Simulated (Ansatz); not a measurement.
fcc against bcc along the lanthanides

Theory: Ansatz, DFT, BLYP, plane waves (420 eV) with PAW, scalar-relativistic. (PAW data from PBE, frozen cores regenerated.)

Each structure is relaxed within its symmetry, in the lowest magnetic state of the tried starts. Differences under about 8 meV lie within the error of the k-point mesh.

Semilocal functionals delocalise ytterbium's f shell and shrink the cell.

| element | E(fcc) − E(bcc) (meV/atom) | V(fcc) (Å³/atom) | V(bcc) (Å³/atom) | state of fcc | state of bcc |
| --- | --- | --- | --- | --- | --- |
| La | -114 | 40.03 | 40.70 | spin not included | spin not included |
| Yb | -3 | 37.25 | 36.36 | non-magnetic | spin not included |
| Lu | -111 | 29.69 | 30.23 | spin not included | spin not included |
